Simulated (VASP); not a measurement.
Set up this calculation in VASP 6.6.1, as the native input.

- Task: single point
- Functional: r2SCAN
- Potentials or basis: VASP PAW PBE potentials, release 64 (Cd)
- Cutoff: 520 eV
- k mesh: 22 × 22 × 22
- Occupations: gaussian, width 0.1 eV
- Spin: no spin polarisation
- Dipole correction: no
- Further INCAR settings: ALGO = Normal; EDIFF = 1e-06; NBANDS = 12

Cd:

```
Cd
1.0
     0.00000    2.21513    2.21513
     2.21513    0.00000    2.21513
     2.21513    2.21513    0.00000
Cd
1
Direct
  0.00000 0.00000 0.00000
```

This isn't the form of Cd at room conditions, which is hcp.

These files were run (other wordings do the same):

POSCAR

```
Cd
1.0
    0.0000000000      2.2151291999      2.2151291999
    2.2151291999      0.0000000000      2.2151291999
    2.2151291999      2.2151291999      0.0000000000
Cd
1
Direct
    0.0000000000      0.0000000000      0.0000000000
```

INCAR.step1

```
ALGO = Normal
EDIFF = 1E-4
ENCUT = 520
GGA = PE
ISMEAR = 0
LASPH = True
LCHARG = False
LREAL = False
LWAVE = True
NBANDS = 12
NELM = 100
PREC = Accurate
SIGMA = 0.1
```

INCAR.step2

```
ALGO = Normal
EDIFF = 1E-6
ENCUT = 520
ISIF = 2
ISMEAR = 0
ISTART = 1
LASPH = True
LCHARG = True
LELF = True
LMIXTAU = True
LREAL = False
LVHAR = True
LWAVE = False
METAGGA = R2SCAN
NBANDS = 12
NELM = 100
PREC = Accurate
SIGMA = 0.1
```

KPOINTS

```
k-points
0
Gamma
  22 22 22
```

Potentials or basis: VASP PAW PBE potentials, release 64 (Cd).

The run is started by

```sh
$ cat potpaw_PBE.64/Cd/POTCAR > POTCAR
$ cp INCAR.step1 INCAR
$ mpirun -np 1 vasp_std > vasp.out
$ cp INCAR.step2 INCAR
$ mpirun -np 1 vasp_std > vasp.out
```

It gave:

```yaml
Pressure: 0.3 GPa
Band_gap_on_the_k_mesh: none (metal or under the smearing width)
```

Caveat: the PAW data sets were made with another functional, which shifts forces and pressure a little.

Run time: 120 s on 1 thread of Intel(R) Xeon(R) Platinum 8488C (Sapphire Rapids) (shared host), peak memory 0.21 GiB.
